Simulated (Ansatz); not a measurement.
# Exact exchange in MgTe: computed gaps and pressures at one geometry

```
Mg Te
1.0
     4.53175    0.00000    0.00000
    -2.26587    3.92461    0.00000
     0.00000    0.00000    7.42196
Mg Te
2 2
Cartesian
  2.2659 1.3082 0.0000
  0.0000 2.6164 3.7110
  2.2659 1.3082 4.6402
  0.0000 2.6164 0.9292
```

All runs: Ansatz, plane waves and PAW, scalar-relativistic (no spin–orbit coupling), 4×4×2 k-mesh, Gaussian smearing of 0.05 eV, no spin polarisation. Semilocal reference PBE: gap 2.56 eV, pressure 1.7 GPa. The hybrids carry no U.

Task: What gap and pressure does revPBE0 give at this geometry?

Result: Gap 4.22 eV, pressure 1.7 GPa.

Task: And the other functionals?

Result: 
| functional | gap | pressure (GPa) | cutoff (eV) | core-seconds |
| --- | --- | --- | --- | --- |
| PBE0-type hybrid with an exact-exchange fraction of 0.1 | 3.16 eV | 1.4 | 420 | 42 |
| HSE06-type hybrid with an exact-exchange fraction of 0.35 and a screening parameter of 0.3 Å⁻¹ | 3.54 eV | 0.8 | 420 | 57 |
| PBE0-type hybrid with an exact-exchange fraction taken as 1/ε∞ | 3.66 eV | 1.1 | 420 | 250 |
| PBE0 + D4 | 4.09 eV | -0.5 | 420 | 48 |
| HSE06-type hybrid with an exact-exchange fraction of 0.35 and a screening parameter of 0.1 Å⁻¹ | 4.21 eV | 0.6 | 420 | 57 |
| revPBE0 | 4.22 eV | 1.7 | 420 | 49 |
| HSE06-type hybrid with an exact-exchange fraction of 0.5 | 4.35 eV | 0.3 | 420 | 61 |
| LC-wPBE | 7.99 eV | -0.1 | 420 | 63 |

In the PBE0 form the gap grows almost linearly with the exact-exchange fraction, by 0.61 eV for each tenth. The dielectric-dependent PBE0 form takes the fraction 0.182 = 1/ε∞, that is ε∞ = 5.5. On shared hosts the hybrid runs at the reference's cutoff took roughly 12 to 73 times the core time of the semilocal one on the same mesh, with some more bands.

Caveats: core times come from shared hosts and scatter; functionals with much or all of the long-range exchange (Hartree–Fock, LC-wPBE, CAM-B3LYP) overshoot the gaps of most solids, bar the widest; gaps are read on a coarse mesh; stress loosely converged.
